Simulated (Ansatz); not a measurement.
# TiO2 (Rutile): the cost of one run

Method: DFT PBE, scalar-relativistic, plane waves, PAW, in Ansatz 0.2.0.

1 further run of the same task is left out (set aside as unsound or not needed).

## Step 1: The structure to begin with

Symmetry: P4_2/mnm, No. 136, tetragonal system. The conventional cell has a = 4.592 Å, b = 4.592 Å, c = 2.957 Å, α = 90.00°, β = 90.00°, γ = 90.00°. Ti (site symmetry mmm) has 6 O at 1.95 to 1.98 Å as nearest neighbours. Around O (site symmetry m2m) lie 3 Ti at 1.95 to 1.98 Å.

Coordinates:

```cif
data_structure
_symmetry_space_group_name_H-M 'P4_2/mnm'
_symmetry_Int_Tables_number 136
_cell_length_a 4.5922
_cell_length_b 4.5922
_cell_length_c 2.9574
_cell_angle_alpha 90.000
_cell_angle_beta 90.000
_cell_angle_gamma 90.000
_cell_volume 62.37
loop_
_atom_site_label
_atom_site_type_symbol
_atom_site_symmetry_multiplicity
_atom_site_Wyckoff_symbol
_atom_site_fract_x
_atom_site_fract_y
_atom_site_fract_z
_atom_site_occupancy
Ti1 Ti 2 a 0.00000 0.00000 0.00000 1
O1 O 4 f 0.30496 0.30496 0.00000 1
```

The structure comes from the Crystallography Open Database.

(A quick probe on a coarse mesh, which set the mesh and smearing, is not shown.)

## Step 3: The relaxation

Input file input.yaml:

```yaml
crystal:
  lattice:
    - [4.5922, 0.0, 0.0]
    - [0.0, 4.5922, 0.0]
    - [0.0, 0.0, 2.9574]
  atoms:
    - { symbol: Ti, position: [0.0, 0.0, 0.0] }
    - { symbol: Ti, position: [0.5, 0.5, 0.5] }
    - { symbol: O, position: [0.30496, 0.30496, 0.0] }
    - { symbol: O, position: [0.19504, 0.80496, 0.5] }
    - { symbol: O, position: [0.69504, 0.69504, 0.0] }
    - { symbol: O, position: [0.80496, 0.19504, 0.5] }
basis:
  ecutwfc: 420
kpoints:
  mp_grid: { grid: [6, 6, 10] }
hamiltonian:
  xc: pbe
scf:
  occupations: { method: gaussian, width: 0.02 }
output:
  forces: true
  stress: true
  eigenvalues: true
  write_density: true
  write_potential: true
  elf: true
  volumetric_format: npy
relax:
  adjacent_minimum: "off"
  f_tol: 0.005
  max_steps: 80
  cell: { stress_tol: 0.05 }
```

The run is started by

```
ansatz run input.yaml --threads 4 --pin off --max-ram 10240MiB --backend cpu --events-out ev --progress --plain --runs-dir out
```

Q: Estimate wall time and peak memory on 4 threads of Arm Neoverse V1, shared host.

About 16 s, with a peak of 0.43 GiB.
